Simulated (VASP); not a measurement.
Write the native input for VASP 6.6.1 that does the following.

- Task: optical spectrum
- Functional: PBE
- Potentials or basis: VASP PAW PBE potentials, release 64 (Pt, Se)
- Cutoff: 520 eV
- k mesh: 8 × 8 × 5
- Occupations: gaussian, width 0.02 eV
- Spin: no spin polarisation
- Further INCAR settings: ALGO = Normal; EDIFF = 1e-06; NBANDS = 35

The structure of PtSe2 (Sudovikovite) lies in POSCAR:

```
PtSe2
1.0
    3.7240000000      0.0000000000      0.0000000000
   -1.8620000000      3.2250786037      0.0000000000
    0.0000000000      0.0000000000      5.0620000000
Pt Se
1 2
Direct
    0.0000000000      0.0000000000      0.0000000000
    0.6666666667      0.3333333333      0.7500000000
    0.3333333333      0.6666666667      0.2500000000
```

The input as run:

INCAR

```
  ALGO = Normal
  CSHIFT = 0.1
  EDIFF = 1E-6
  ENCUT = 520
  GGA = PE
  ISIF = 2
  ISMEAR = 0
  LASPH = T
  LCHARG = F
  LOPTICS = T
  LREAL = F
  LWAVE = F
  NBANDS = 35
  NEDOS = 1000
  NELM = 80
  PREC = Accurate
  SIGMA = 0.02
```

KPOINTS

```
k-points
0
Gamma
  8 8 5
```

Potentials or basis: VASP PAW PBE potentials, release 64 (Pt, Se).

The run is started by

```sh
$ cat potpaw_PBE.64/Pt/POTCAR potpaw_PBE.64/Se/POTCAR > POTCAR
$ mpirun -np 1 vasp_std > vasp.out
```

It gave:

```
Pressure               : 7.3 GPa
Largest force          : 0.575 eV/Å
Band gap on the k mesh : none (metal or under the smearing width)
```

Caveat: spectra need much finer meshes, so this one isn't converged; independent-particle spectra lack excitons; the intraband (Drude) part of a metal's response may be missing.

Wall time 46 s on 1 thread of Intel(R) Xeon(R) Platinum 8488C (Sapphire Rapids), on a shared host, peak memory 0.28 GiB.
